How much theory does the energy of an X-ray line need, and does the answer change between a 3d and a 5d atom? A line is the difference of two hole energies: K-M2 moves a 1s hole to 3p1/2, L3-M1 a 2p3/2 hole to 3s. What shifts both holes alike cancels, so a level of theory matters only through what it does differently to the two holes, and most terms act more strongly on the inner one. The computed lines are Dirac-Fock ΔSCF (each hole state converged separately), and Z is the nuclear charge.

X-ray line energies of free neutral atoms, computed with Radial Dirac-Fock and Kohn-Sham solver 2 as differences of single-hole energies. The level is Dirac-Fock ΔSCF for the average of configuration, with a finite nucleus, first-order frequency-dependent Breit interaction, self-energy and vacuum polarisation, and without correlation.

```
species   Z       configuration  line energy (K-M2) (eV)  tabulated line (K-M2) (eV)  line energy (K-M2) less tabulated line (K-M2) (eV)  line energy (L3-M1) (eV)  tabulated line (L3-M1) (eV)  line energy (L3-M1) less tabulated line (L3-M1) (eV)
     Sc  21        [Ar] 3d1 4s2                   4460.2                      4460.5                                               -0.30                     343.6                        348.4                                                 -4.82
     Ti  22        [Ar] 3d2 4s2                   4930.7                      4931.8                                               -1.10                     391.7                        395.2                                                 -3.53
      V  23        [Ar] 3d3 4s2                   5425.1                      5427.3                                               -2.20                     442.6                        446.4                                                 -3.81
     Mn  25        [Ar] 3d5 4s2                   6486.4                      6490.4                                               -4.00                     552.9                        556.4                                                 -3.45
     Fe  26        [Ar] 3d6 4s2                   7053.4                        7058                                               -4.60                     612.4                        615.2                                                 -2.81
     Co  27        [Ar] 3d7 4s2                   7644.8                      7649.4                                               -4.60                     674.7                        677.9                                                 -3.23
     Ni  28        [Ar] 3d8 4s2                   8260.8                      8264.7                                               -3.90                     739.8                        742.9                                                 -3.10
     Zn  30       [Ar] 3d10 4s2                   9566.5                        9572                                               -5.50                     878.6                        883.8                                                 -5.22
     Lu  71   [Xe] 4f14 5d1 6s2                  61042.5                     61050.3                                               -7.80                    6746.2                       6752.9                                                 -6.70
     Hf  72   [Xe] 4f14 5d2 6s2                  62971.7                     62985.4                                              -13.70                    6954.7                       6959.8                                                 -5.10
     Ta  73   [Xe] 4f14 5d3 6s2                  64938.3                     64947.7                                               -9.40                    7165.9                       7173.1                                                 -7.20
      W  74   [Xe] 4f14 5d4 6s2                  66943.2                     66950.1                                               -6.90                    7379.7                       7387.2                                                 -7.50
     Re  75   [Xe] 4f14 5d5 6s2                  68987.2                     68994.8                                               -7.60                    7595.9                       7603.6                                                 -7.70
     Os  76   [Xe] 4f14 5d6 6s2                  71070.3                     71078.6                                               -8.30                    7814.7                       7822.4                                                 -7.70
     Ir  77   [Xe] 4f14 5d7 6s2                  73194.2                     73202.3                                               -8.10                    8035.9                       8041.5                                                 -5.60
     Pt  78   [Xe] 4f14 5d9 6s1                  75358.8                     75367.8                                               -9.00                    8259.5                       8266.2                                                 -6.70
     Au  79  [Xe] 4f14 5d10 6s1                  77565.0                     77577.1                                              -12.10                    8485.5                       8493.8                                                 -8.30
     Hg  80  [Xe] 4f14 5d10 6s2                  79813.2                     79823.8                                              -10.60                    8713.7                       8722.3                                                 -8.60
```

From Sc to Zn the lines behave like jumps in a one-electron ion whose nucleus is partly hidden by the other electrons. This is Moseley's law, with Rydberg energy Ry, screening constant σ and principal quantum numbers n1, n2:

E = Ry (Z − σ)² (1/n1² − 1/n2²)

One σ was fitted to the computed lines of each series, in this formula and in a difference of two Dirac levels at charge Z − σ; the output after the text lists the fits. In 3d, Moseley misses K-M2 by at most 23 eV, against at least 470 eV between neighbours, which identifies the element. It misses L3-M1 of Zn by 34 eV, half the local spacing, and that of Sc by as large a share in the other direction, because σ drifts from 7.5 to 8.4. Theory gives one reason: an added 3d electron shares the space of the M shell, so its repulsion lifts the inner level, which lies inside it, by nearly its full potential and the M level by less, and the line rises less than the added nuclear charge alone would make it. For 3d K-M2 the Dirac formula fits worse than Moseley (rms 33 against 14 eV). Its σ rises from 1.84 to 2.02, while in Moseley's the neglected relativity offsets much of that rise, a cancellation that lasts only over a short stretch.

Freezing the orbitals of the neutral atom keeps real screening but omits relaxation, Breit and QED terms. In the Mn run these lower the K-L3 line by 31 eV, of which 21 eV is relaxation: the shells contract around a hole, and more strongly around the deeper one. The parts scale differently. In a hydrogenic picture each outer electron's share of the relaxation does not depend on Z, so the total should grow mainly because electrons are added; for the K hole it goes as Z^0.96 from Sc to Zn, and more slowly, with exponent 0.65, from Zn to Hf. The magnetic (Gaunt) part of Breit scales as the 1s pair repulsion, ∝ Z, times (v/c)² ∝ (Zα)², with α the fine-structure constant; the exponent found is 3.25. The self-energy, Z⁴ times a falling function, gives 3.5. For a 4d atom the scaling argues that Breit and QED already compete with relaxation.

The full calculation lies below the tabulated line in every row. For 3d K-M2 the gap grows from 0.3 eV at Sc to 5.5 eV at Zn, level at Fe and Co and with a dip at Ni. The comparison is skewed here, since the tabulated 3d line is the unresolved Kβ1,3 peak, dominated by K-M3, which lies above K-M2 by a 3p splitting that grows with Z. Exchange between the 3p hole and open 3d shell also lifts the main peak above the configuration average, though it cannot act in Zn (3d10). How much of the gap these effects cover was not computed; in Zn only the 3p splitting acts, and whether it fills the gap there was not tested. Correlation and the solid state, both left out, may also contribute. L3-M1 is 2.8 to 5.2 eV low, up to 1.4% of the tabulated value at Sc.

From Lu to Hg the 1s electron moves at over half the speed of light. To leading order a Dirac level with quantum number κ (|κ| = j + 1/2) is deepened by the factor

1 + (Zα)² (n/|κ| − 3/4)/n²

The coefficient of (Zα)² is 1/4 for 1s, 3s and 3p1/2 but 1/16 for 2p3/2, so relativity raises K-M2 and slightly lowers L3-M1. For Hg with the 3d value σ = 1.85, a fit that excluded Hg:

E = (8/9)(13.6 eV)(78.15)² = 73.8 keV

This is 6 keV below the computed 79.8 keV, nearly three elements off. The factor 1 + (78.15/137)²/4 = 1.081 brings it to 79.8 keV, but that agreement is accidental: the full Dirac formula with its own 3d σ overshoots by 1.1 keV. Solved row by row, Moseley's σ for K-M2 is negative throughout 5d, which no screening can be, whereas Dirac's stays at 2.39 to 2.42 and, refitted, errs by at most 33 eV. L3-M1 remains a screening problem, where even the refitted Dirac form misses Hg by 58 eV.

Frozen orbitals put K-M2 354 eV above the tabulated line at Hf and 441 eV at Ir, but L3-M1 only 36 and 41 eV above. In Hf relaxation supplies 22% of the K-hole correction, against 81% in Mn, and Breit plus QED the other 319 eV, so relaxation alone would repair little of a heavy K line. With all terms, K-M2 is 7 to 14 eV low (at most 218 ppm) and L3-M1 5 to 9 eV. Correlation, which the calculation omits, mixes 3s and 3p holes with Coster-Kronig-type configurations and generally raises both lines; this fits the sign, but its size is untested, and a free atom is being set against the element in its standard state.

The jumps in the 5d gaps from row to row should not be read as chemistry. The computed 5d lines follow a cubic in Z within 0.2 eV, through the changed configurations of Pt and Au, whereas the tabulated K-M2 of Hf sits 4.1 eV off its cubic; the small L3-M1 gaps at Hf and Ir likewise come from the tabulated column.

A screened formula costs nothing and identifies elements safely from K-M2 only if σ is fitted within the series, in Dirac form for 5d; for L3-M1 of the 3d atoms it is marginal even then. Frozen orbitals take one self-consistent run for all lines; against a solid-state detector (roughly 100 eV near 6 keV as recalled, widening about as √E) they serve L3-M1 at Hf and Ir. Their miss on K-M2 comes mostly from the omitted Breit and QED terms, which are first order and need no hole-state run: with them added, Hf K-M2 would be high by roughly 88.8 − 13.7 = 75 eV less the relaxation of the M2 hole. ΔSCF takes one run per hole, with Breit and QED added in first order, and holds all rows within 14 eV. A crystal spectrometer, roughly 1 eV as recalled, asks for more: subtracting the mean gap per series leaves a scatter of 0.8 to 2.1 eV, and Hf K-M2 still 13.7 − 9.3 = 4.4 eV out. Much of the 5d K-M2 scatter is roughness of the tabulated column (rms 1.79 eV off a cubic), which no theory removes, and much of the 3d K-M2 scatter is a drift of 0.56 eV per element. Reaching 1 eV without an empirical offset calls for multiplets and correlation, with many configurations per hole, and for a smoother reference.

Numerical output:

```
row | sigma Moseley, Dirac: K-M2 ; L3-M1 | computed less tabulated (ppm): K-M2, L3-M1
Sc | 1.80 1.84 ; 7.52 7.51 | -67 -13835
Ti | 1.81 1.86 ; 7.60 7.60 | -223 -8932
V | 1.82 1.88 ; 7.70 7.69 | -405 -8535
Mn | 1.84 1.92 ; 7.89 7.88 | -616 -6201
Fe | 1.85 1.94 ; 8.00 7.98 | -652 -4568
Co | 1.86 1.96 ; 8.10 8.09 | -601 -4765
Ni | 1.86 1.98 ; 8.21 8.20 | -472 -4173
Zn | 1.88 2.02 ; 8.44 8.41 | -575 -5906
Lu | -0.04 2.39 ; 11.25 10.63 | -128 -992
Hf | -0.16 2.39 ; 11.33 10.68 | -218 -733
Ta | -0.28 2.39 ; 11.42 10.73 | -145 -1004
W | -0.40 2.40 ; 11.51 10.78 | -103 -1015
Re | -0.53 2.40 ; 11.60 10.83 | -110 -1013
Os | -0.66 2.40 ; 11.69 10.89 | -117 -984
Ir | -0.80 2.41 ; 11.79 10.94 | -111 -696
Pt | -0.94 2.41 ; 11.89 11.00 | -119 -811
Au | -1.08 2.41 ; 11.99 11.05 | -156 -977
Hg | -1.24 2.42 ; 12.09 11.11 | -133 -986
K-M2 3d fit to computed (eV): Moseley sigma 1.85 rms 14.3 worst Sc -23.0; Dirac sigma 1.94 rms 33.0 worst Zn +55.5
K-M2 5d fit to computed (eV): Moseley sigma -0.64 rms 701.7 worst Hg -1165.6; Dirac sigma 2.40 rms 21.2 worst Lu -33.4
K-M2 3d sigma used for 5d, error Lu to Hg (eV): Moseley -3205 to -5942, Dirac +852 to +1084
L3-M1 3d fit to computed (eV): Moseley sigma 8.03 rms 19.3 worst Zn +33.6; Dirac sigma 8.01 rms 18.9 worst Zn +32.8
L3-M1 5d fit to computed (eV): Moseley sigma 11.68 rms 65.0 worst Hg +106.6; Dirac sigma 10.87 rms 35.5 worst Hg +57.5
L3-M1 3d sigma used for 5d, error Lu to Hg (eV): Moseley +747 to +1075, Dirac +581 to +768
K-M2 3d difference (eV): mean -3.3, scatter 1.7, worst Zn -5.5, slope -0.56/Z; spacing 470 to 653/Z
   off a cubic in Z (eV): computed rms 0.02 worst Ni +0.0; tabulated rms 0.37 worst Ni -0.7
K-M2 5d difference (eV): mean -9.3, scatter 2.1, worst Hf -13.7, slope -0.10/Z; spacing 1929 to 2248/Z
   off a cubic in Z (eV): computed rms 0.09 worst Os -0.2; tabulated rms 1.79 worst Hf +4.1
L3-M1 3d difference (eV): mean -3.7, scatter 0.8, worst Zn -5.2, slope +0.00/Z; spacing 48 to 69/Z
   off a cubic in Z (eV): computed rms 0.02 worst Mn -0.0; tabulated rms 0.30 worst Ti -0.6
L3-M1 5d difference (eV): mean -7.1, scatter 1.1, worst Hg -8.6, slope -0.19/Z; spacing 208 to 228/Z
   off a cubic in Z (eV): computed rms 0.03 worst W +0.1; tabulated rms 0.83 worst Hf -1.6
rounding of lines to 0.1 eV gives rms 0.03 eV
Hf K-M2 frozen orbitals 63339.4 eV, +354.0 from tabulated; step to final -367.7 (holes -407.5, -39.7)
Hf L3-M1 frozen orbitals 6995.8 eV, +36.0 from tabulated; step to final -41.1 (holes -80.4, -39.3)
Ir K-M2 frozen orbitals 73642.9 eV, +440.6 from tabulated; step to final -448.7 (holes -491.8, -43.1)
Ir L3-M1 frozen orbitals 8082.2 eV, +40.7 from tabulated; step to final -46.3 (holes -89.0, -42.7)
Hf K hole (eV): total -407.5, relaxation -88.8 (22%), Breit+QED -318.7
Mn K hole (eV): total -52.0, relaxation -42.1 (81%), Breit+QED -9.9
Mn K-L3 line (eV): total -30.8, relaxation -21.3, Breit+QED -9.5
K-hole exponents in Z, Sc to Zn: relaxation 0.96, Gaunt 3.25, self-energy 3.48
from Zn: Gaunt to Hg 3.28, relaxation to Hf 0.65
```
